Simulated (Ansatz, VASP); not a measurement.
## One calculation of BP, two programs

```xyz
2
Lattice="0.0000 2.2375 2.3493 2.2375 0.0000 2.3493 2.2375 2.2375 0.0000" Properties=species:S:1:pos:R:3 pbc="T T T"
B     0.0000    0.0000    0.0000
P     3.3562    3.3562    3.5240
```

Alike in both runs: task single point; functional PBE; k mesh 12 × 12 × 12; occupations gaussian, width 0.05 eV; no spin polarisation.

|  | VASP | Ansatz |
| --- | --- | --- |
| version | VASP 6.6.1 | Ansatz 0.2.0 |
| potentials or method | VASP PAW PBE potentials, release 64 (B, P) | scalar-relativistic, plane waves, PAW |
| plane-wave cutoff (eV) | 520 | 420 |
| valence electrons in the cell | 8 | 8 |

VASP gave:

| Item | Value |
| --- | --- |
| gap on the k mesh at the Fermi level (eV) | 0.88 |
| least direct gap on the mesh (eV) | 3.14 |
| pressure (GPa) | -0.2 |
| largest component of the traceless stress (GPa) | 9.24 |

Q: Estimate Ansatz's values.

A: gap on the k mesh at the Fermi level (eV): 0.88; least direct gap on the mesh (eV): 3.15; pressure (GPa): 0.0; largest component of the traceless stress (GPa): 9.22.

With one functional, cell and mesh, what is left measures potentials, basis and numerics.

A k mesh can miss the band edges.
